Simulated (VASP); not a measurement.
# KCl (Sylvite) (Fm-3m) in VASP: single point with PBE

Aim: the single point of KCl (Sylvite) with PBE.

All numbers are computed with VASP 6.6.1; they aren't measurements. Logs are shortened: lines on timing, memory, paths and dates and some standing lists are left out, and cuts for length are marked.

**What was measured.**

From a printed reference work, monograph, for a bulk crystal of KCl: band gap 8.68 eV.

How close the calculation comes is told below.

## Step 1: The cell of the first run

Symmetry: Fm-3m, No. 225, cubic system. The conventional cell has a = 6.293 Å, b = 6.293 Å, c = 6.293 Å, α = 90.00°, β = 90.00°, γ = 90.00°. Within 4.1 Å of K (site symmetry m-3m) lie 6 Cl at 3.15 Å. Cl (site symmetry m-3m) has 6 K at 3.15 Å within 4.1 Å.

## Step 2: Single point, PBE

INCAR reads:

```
PREC = Accurate ; ENCUT = 520
EDIFF = 1E-6 ; ISMEAR = -1
SIGMA = 0.15 ; LREAL = F
LASPH = T ; NELM = 100
ALGO = Normal ; ISIF = 2
LWAVE = F ; LCHARG = F
GGA = PE ; NBANDS = 15
```

KPOINTS reads:

```
Automatic mesh
0
Gamma
  6 6 6
```

POSCAR reads:

```
KCl
1.0
    0.0000000000      3.1464700000      3.1464700000
    3.1464700000      0.0000000000      3.1464700000
    3.1464700000      3.1464700000      0.0000000000
K Cl
1 1
Direct
    0.0000000000      0.0000000000      0.0000000000
    0.5000000000      0.5000000000      0.5000000000
```

Potentials or basis: VASP PAW PBE potentials, release 64 (K_sv, Cl).

Run with:

```sh
> cat potpaw_PBE.64/K_sv/POTCAR potpaw_PBE.64/Cl/POTCAR > POTCAR
> mpirun -np 1 vasp_std > vasp.out
```

OUTCAR:

```text
PREC = Accurate
   ENCUT = 520
   EDIFF = 1E-6
   ISMEAR = -1
   LREAL = F
   LASPH = T
   NELM = 100
   ISIF = 2
   GGA = PE

 ion  position               nearest neighbor table
   1  0.000  0.000  0.000-   2 3.15   2 3.15   2 3.15   2 3.15   2 3.15   2 3.15
   2  0.500  0.500  0.500-   1 3.15   1 3.15   1 3.15   1 3.15   1 3.15   1 3.15

  LATTYP: Found a face centered cubic cell.
 ALAT       =     6.2929400000

  Lattice vectors:

 A1 = (   0.0000000000,   3.1464700000,   3.1464700000)
 A2 = (   3.1464700000,   0.0000000000,   3.1464700000)
 A3 = (   3.1464700000,   3.1464700000,   0.0000000000)

Analysis of symmetry for initial positions (statically):
=====================================================================
 Subroutine PRICEL returns:
 Original cell was already a primitive cell.

 Routine SETGRP: Setting up the symmetry group for a
 face centered cubic supercell.

 Subroutine GETGRP returns: Found 48 space group operations
 (whereof 48 operations were pure point group operations)
 out of a pool of 48 trial point group operations.

The static configuration has the point symmetry O_h .

Analysis of symmetry for dynamics (positions and initial velocities):
=====================================================================
 Subroutine PRICEL returns:
 Original cell was already a primitive cell.

 Routine SETGRP: Setting up the symmetry group for a
 face centered cubic supercell.

 Subroutine GETGRP returns: Found 48 space group operations
 (whereof 48 operations were pure point group operations)
 out of a pool of 48 trial point group operations.

The dynamic configuration has the point symmetry O_h .

 Subroutine INISYM returns: Found 48 space group operations
 (whereof 48 operations are pure point group operations),
 and found     1 'primitive' translations

----------------------------------------------------------------------------------------

                                     Primitive cell

  volume of cell :      62.3018

  direct lattice vectors                    reciprocal lattice vectors
     0.000000000  3.146470000  3.146470000    -0.158908237  0.158908237  0.158908237
     3.146470000  0.000000000  3.146470000     0.158908237 -0.158908237  0.158908237
     3.146470000  3.146470000  0.000000000     0.158908237  0.158908237 -0.158908237

  length of vectors
     4.449780548  4.449780548  4.449780548     0.275237140  0.275237140  0.275237140

  position of ions in fractional coordinates (direct lattice)
     0.000000000  0.000000000  0.000000000
     0.500000000  0.500000000  0.500000000

  ion indices of the primitive-cell ions
   primitive index   ion index
                 1           1
                 2           2

----------------------------------------------------------------------------------------

 KPOINTS: Automatic mesh

Automatic generation of k-mesh.
 Grid dimensions read from file:
 generate k-points for:    6    6    6

 Generating k-lattice:

  Cartesian coordinates                     Fractional coordinates (reciprocal lattice)
    -0.026484706  0.026484706  0.026484706     0.166666667  0.000000000  0.000000000
     0.026484706 -0.026484706  0.026484706     0.000000000  0.166666667  0.000000000
     0.026484706  0.026484706 -0.026484706     0.000000000  0.000000000  0.166666667

  Length of vectors
     0.045872857  0.045872857  0.045872857

  Shift w.r.t. Gamma in fractional coordinates (k-lattice)
     0.000000000  0.000000000  0.000000000

 Subroutine IBZKPT returns following result:
 ===========================================

 Found     16 irreducible k-points:

 Following reciprocal coordinates:
            Coordinates               Weight
  0.000000  0.000000  0.000000      1.000000
  0.166667  0.000000  0.000000      8.000000
  0.333333  0.000000  0.000000      8.000000
  0.500000  0.000000  0.000000      4.000000
  0.166667  0.166667  0.000000      6.000000
  0.333333  0.166667  0.000000     24.000000
[... 8 lines left out ...]
 -0.333333  0.333333  0.166667     24.000000
 -0.333333  0.500000  0.166667     12.000000
   k-points           NKPTS =     16   k-points in BZ     NKDIM =     16   number of bands    NBANDS=     15
   number of dos      NEDOS =    301   number of ions     NIONS =      2
   total plane-waves  NPLWV =  46656
   dimension x,y,z NGX =    36 NGY =   36 NGZ =   36
   dimension x,y,z NGXF=    72 NGYF=   72 NGZF=   72
   ions per type =               1   1
   NGX,Y,Z   is equivalent  to a cutoff of  13.45, 13.45, 13.45 a.u.
   NGXF,Y,Z  is equivalent  to a cutoff of  26.90, 26.90, 26.90 a.u.
 SYSTEM =  unknown system
   PREC   = accura    normal or accurate (medium, high low for compatibility)
   ISTART =      0    job   : 0-new  1-cont  2-samecut
   ICHARG =      2    charge: 1-file 2-atom 10-const
   ISPIN  =      1    spin polarized calculation?
   LNONCOLLINEAR =      F non collinear calculations
   LSORBIT =      F    spin-orbit coupling
   LASPH  =      T    aspherical Exc in radial PAW
   ENCUT  =  520.0 eV  38.22 Ry    6.18 a.u.   8.27  8.27  8.27*2*pi/ulx,y,z
   NELM   =    100;   NELMIN=  2; NELMDL= -5     # of ELM steps
   EDIFF  = 0.1E-05   stopping-criterion for ELM
   LREAL  =      F    real-space projection
   EDIFFG = 0.1E-04   stopping-criterion for IOM
   NSW    =      0    number of steps for IOM
   IBRION =     -1    ionic relax: 0-MD 1-quasi-New 2-CG
   NFREE  =      0    steps in history (QN), initial steepest desc. (CG)
   ISIF   =      2    stress and relaxation
   ISYM   =      2    0-nonsym 1-usesym 2-fastsym
   POTIM  = 0.5000    time-step for ionic-motion
   TEBEG  =    0.0;   TEEND  =   0.0 temperature during run
   PSTRESS=    0.0 pullay stress
   NELECT =      16.0000    total number of electrons
   NUPDOWN=      -1.0000    fix difference up-down
   EMIN   =  10.00;   EMAX   =-10.00  energy-range for DOS
   EFERMI =   0.00;   METHOD = LEGACY
   ISMEAR =    -1;   SIGMA  =   0.15  broadening in eV -4-tet -1-fermi 0-gaus
   EFERMI_NEDOS =   21; number of points for ismear=-14 and -15
   IALGO  =     38    algorithm
   IMIX   =      4    mixing-type and parameters
     AMIX     =   0.40;   BMIX     =  1.00
     AMIX_MAG =   1.60;   BMIX_MAG =  1.00
  volume/ion in A,a.u.               =      31.15       210.22
  Fermi-wavevector in a.u.,A,eV,Ry     =   1.040594  1.966437 14.732871  1.082835
  Thomas-Fermi vector in A             =   2.175177
   LORBIT       =      0    0 simple, 1 ext, 2 COOP (PROOUT), +10 PAW based schemes
   GGA     = PE    functional components
   LHFCALC =     F    Hartree Fock is set to
   AEXX    =    0.0000 exact exchange contribution
   IVDW    =     0    specifies the selected vdW correction
   LEPSILON=     F    determine dielectric tensor
   LRPA    =     F    only Hartree local field effects (RPA)
 non-spin polarized calculation
  energy-cutoff  :      520.00
  volume of cell :       62.30
 maximum number of plane-waves:      1694
 NGX is ok and might be reduce to    36
   NGX = 17   NGY = 17   NGZ = 17

 number of electron      16.0000001 magnetization

 Free energy of the ion-electron system (eV)
  ---------------------------------------------------
  ext. energy  EPLUGINS =         0.00000000
  ---------------------------------------------------
  free energy    TOTEN  =        -6.80385473 eV

  energy without entropy =       -6.80385472  energy(sigma->0) =       -6.80385473

 E-fermi :   1.0705     XC(G=0):  -7.5391

 val. band max:       -1.8421366409   @ k =   0.0000   0.0000   0.0000
 cond. band min:       3.3447496803   @ k =   0.0000   0.0000   0.0000
 fundamental gap:      5.1868863213
 Fermi energy:         1.0705464386

 k-point     1 :       0.0000    0.0000    0.0000
  band No.  band energies     occupation
      1     -29.0402      2.00000
      2     -13.9598      2.00000
      3     -12.5010      2.00000
      4     -12.5010      2.00000
      5     -12.5010      2.00000
      6      -1.8421      2.00000
      7      -1.8421      2.00000
      8      -1.8421      2.00000
      9       3.3447      0.00000
     10       6.5386      0.00000
     11       6.5386      0.00000
     12       6.5386      0.00000
     13       7.4152      0.00000
     14       7.4152      0.00000
     15      11.1402      0.00000

 k-point     2 :       0.1667    0.0000    0.0000
  band No.  band energies     occupation
      1     -29.0375      2.00000
      2     -14.0114      2.00000
      3     -12.5033      2.00000
      4     -12.5033      2.00000
      5     -12.4360      2.00000
      6      -2.1561      2.00000
      7      -1.9277      2.00000
      8      -1.9277      2.00000
      9       3.9797      0.00000
     10       6.3675      0.00000
     11       6.8828      0.00000
     12       6.8828      0.00000
     13       7.7872      0.00000
     14       7.7872      0.00000
     15      12.0409      0.00000

 k-point     3 :       0.3333    0.0000    0.0000
  band No.  band energies     occupation
      1     -29.0322      2.00000
      2     -14.1037      2.00000
      3     -12.5080      2.00000
      4     -12.5080      2.00000
      5     -12.3162      2.00000
      6      -2.6728      2.00000
      7      -2.0896      2.00000
      8      -2.0896      2.00000
      9       5.2092      0.00000
     10       6.4283      0.00000
     11       7.8168      0.00000
     12       7.8168      0.00000
     13       8.7299      0.00000
     14       8.7299      0.00000
     15      11.0039      0.00000

 k-point     4 :       0.5000    0.0000    0.0000
  band No.  band energies     occupation
      1     -29.0295      2.00000
      2     -14.1457      2.00000
      3     -12.5103      2.00000
      4     -12.5103      2.00000
      5     -12.2602      2.00000
      6      -2.8958      2.00000
      7      -2.1666      2.00000
      8      -2.1666      2.00000
      9       5.7500      0.00000
     10       6.7599      0.00000
     11       8.6865      0.00000
     12       8.6865      0.00000
     13       9.5691      0.00000
     14       9.5691      0.00000
     15      10.2034      0.00000
[... 163 lines left out ...]
 k-point    14 :       0.5000    0.3333    0.1667
  band No.  band energies     occupation
      1     -29.0289      2.00000
      2     -14.0218      2.00000
      3     -12.5620      2.00000
      4     -12.5358      2.00000
      5     -12.3925      2.00000
      6      -2.5959      2.00000
      7      -2.1569      2.00000
      8      -2.1434      2.00000
      9       5.6786      0.00000
     10       5.9863      0.00000
     11       8.0768      0.00000
     12       8.7231      0.00000
     13       8.8367      0.00000
     14       9.1095      0.00000
     15       9.9626      0.00000

 k-point    15 :      -0.3333    0.3333    0.1667
  band No.  band energies     occupation
      1     -29.0272      2.00000
      2     -14.0089      2.00000
      3     -12.5775      2.00000
      4     -12.5592      2.00000
      5     -12.3862      2.00000
      6      -2.5542      2.00000
      7      -2.2801      2.00000
      8      -2.1962      2.00000
      9       6.1135      0.00000
     10       6.3517      0.00000
     11       7.9124      0.00000
     12       8.1713      0.00000
     13       9.3590      0.00000
     14       9.9322      0.00000
     15      10.0590      0.00000

 k-point    16 :      -0.3333    0.5000    0.1667
  band No.  band energies     occupation
      1     -29.0264      2.00000
      2     -13.9334      2.00000
      3     -12.6211      2.00000
      4     -12.5780      2.00000
      5     -12.4464      2.00000
      6      -2.4139      2.00000
      7      -2.2647      2.00000
      8      -2.2005      2.00000
      9       5.4145      0.00000
     10       7.0855      0.00000
     11       7.2390      0.00000
     12       8.3304      0.00000
     13       9.1070      0.00000
     14       9.8660      0.00000
     15      10.4568      0.00000

------------------------ aborting loop because EDIFF is reached ----------------------------------------

  FORCE on cell =-STRESS in cart. coord.  units (eV):
  Direction    XX          YY          ZZ          XY          YZ          ZX
  --------------------------------------------------------------------------------------
  -------------------------------------------------------------------------------------
  Total        0.3046392      0.3046392      0.3046392      0.0000000      0.0000000     -0.0000000
  in kB        7.8342166      7.8342166      7.8342166      0.0000000      0.0000000     -0.0000000
  external PRESSURE =       7.8342166 kB  Pullay stress =       0.0000000 kB

 VOLUME and BASIS-vectors are now :
 -----------------------------------------------------------------------------
  energy-cutoff  :      520.00
  volume of cell :       62.30
      direct lattice vectors                 reciprocal lattice vectors
     0.000000000  3.146470000  3.146470000    -0.158908237  0.158908237  0.158908237
     3.146470000  0.000000000  3.146470000     0.158908237 -0.158908237  0.158908237
     3.146470000  3.146470000  0.000000000     0.158908237  0.158908237 -0.158908237

 POSITION                                       TOTAL-FORCE (eV/Angst)
 -----------------------------------------------------------------------------------
      0.00000      0.00000      0.00000         0.000000      0.000000      0.000000
      3.14647      3.14647      3.14647        -0.000000     -0.000000     -0.000000
 -----------------------------------------------------------------------------------
    total drift:                                0.000000      0.000000      0.000000

  FREE ENERGIE OF THE ION-ELECTRON SYSTEM (eV)
  ---------------------------------------------------
  free  energy   TOTEN  =        -6.8038547337 eV

  energy  without entropy=       -6.8038547175  energy(sigma->0) =       -6.80385473
```

It took 13 s on 1 thread of AMD EPYC 9R45 (Zen 5), shared host; peak memory 0.17 GiB.

Results:

| Property | Result |
| --- | --- |
| Free energy | -6.8039 eV |
| Pressure | 0.8 GPa |
| Band gap on the k mesh | 5.19 eV, direct |

## Step 3: Comparison with measurements

Step 2. A measured gap of KCl is 8.68 eV (a printed reference work, monograph); the calculated 5.19 eV misses it by -3.49 eV. The value is that of PBE, without temperature or zero-point motion. Semilocal functionals fall short of measured gaps as a rule.
